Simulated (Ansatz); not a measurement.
# ZnSe (Fm-3m): energy and pressure against volume

An exercise on one series of results from a longer session: the logs are not shown, and one member is left open.

Computed with Ansatz 0.2.0 (DFT PBEsol, scalar-relativistic, plane waves, PAW, unless a step's input says otherwise).

## Starting point

It takes space group Fm-3m (No. 225, cubic). Conventional cell: a = 5.269 Å, b = 5.269 Å, c = 5.269 Å, α = 90.00°, β = 90.00°, γ = 90.00°. Around Se (site symmetry m-3m) lie 6 Zn at 2.63 Å. Zn (site symmetry m-3m) is surrounded by 6 Se at 2.63 Å.

Coordinates:

```cif
data_structure
_symmetry_space_group_name_H-M 'P 1'
_symmetry_Int_Tables_number 1
_cell_length_a 3.7258
_cell_length_b 3.7258
_cell_length_c 3.7258
_cell_angle_alpha 60.000
_cell_angle_beta 60.000
_cell_angle_gamma 60.000
_cell_volume 36.57
loop_
_atom_site_label
_atom_site_type_symbol
_atom_site_fract_x
_atom_site_fract_y
_atom_site_fract_z
_atom_site_occupancy
Se1 Se 0.00000 0.00000 0.00000 1
Zn1 Zn 0.50000 0.50000 0.50000 1
```

This cell comes from an earlier session at PBEsol: 18.286 Å³/atom at 0.07 GPa, on a 12×12×12 mesh.

The first run:

input.yaml reads:

```yaml
crystal:
  lattice:
    - [0.0, 2.5989239362, 2.5989239362]
    - [2.5989239362, 0.0, 2.5989239362]
    - [2.5989239362, 2.5989239362, 0.0]
  atoms:
    - { symbol: Se, position: [0.0, 0.0, 0.0] }
    - { symbol: Zn, position: [0.5, 0.5, 0.5] }
basis:
  ecutwfc: 420
  ecutrho_ratio: 4
kpoints:
  mp_grid: { grid: [12, 12, 12] }
hamiltonian:
  xc: pbesol
scf:
  occupations: { method: gaussian, width: 0.05 }
output:
  forces: true
  stress: true
  eigenvalues: true
```

The run is started by

```bash
$ ansatz run input.yaml --threads 1 --pin off --max-ram 2560MiB --backend cpu --events-out ev --progress --plain --runs-dir out
```

Among the steps run: Volume × 0.96; Volume × 1.04; Volume × 0.92; Volume × 0.88; Volume × 0.84; Volume × 0.8.

One table of the session follows, with a row left open; its other results are not shown here.

It belongs to the step «The curve». 

```
volume (Å³/atom)  energy above the lowest (meV/atom)  pressure (GPa)
          14.628                               286.4            30.7
          15.360                                   ?               ?
          16.091                                86.9            14.2
          16.823                                35.8             8.4
          17.554                                 8.4             3.8
          18.286                                 0.0             0.1
          19.017                                 6.7            -2.9
```

**Question.** Estimate the row for volume (Å³/atom) = 15.360.

Worked estimate for «energy above the lowest (meV/atom)». A straight line through the neighbours (14.628, 286.4) and (16.091, 86.9) gives 286.4 + (86.9 − 286.4) × (15.360 − 14.628) / (16.091 − 14.628) = 186.6; a parabola fitted to 3 rows on both sides gives 170.4.

As computed: energy above the lowest (meV/atom): 167.8; pressure (GPa): 21.5. In «energy above the lowest (meV/atom)» the line misses by +18.8 and the parabola by +2.6.

To keep in mind: Other structures may be lower in enthalpy at these pressures.
